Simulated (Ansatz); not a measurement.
# Cohesive energies along the 5d metals

The calculation used Ansatz, DFT, LDA (PW92), plane waves (420 eV) with PAW, scalar-relativistic. (PAW data from PBE, frozen cores regenerated.)

The free atom is spin-polarised, without symmetry, in a box of 14 × 14.4 × 14.8 Å, in the lowest state that the tried spin starts reached (hybrids start from one state alone); no zero-point energy, no spin-orbit coupling, no dispersion.

Problem. Rank by cohesive energy per atom, weakest first.
A. rhenium (hcp)
B. tantalum (bcc)
C. osmium (hcp)
D. gold (fcc)
E. platinum (fcc)
F. hafnium (hcp)
G. mercury (alpha-Hg (rhombohedral))
H. iridium (fcc)

Solution. G (0.98 eV), D (4.33 eV), E (7.11 eV), F (7.53 eV), H (9.30 eV), B (9.58 eV), A (9.66 eV), C (10.31 eV).
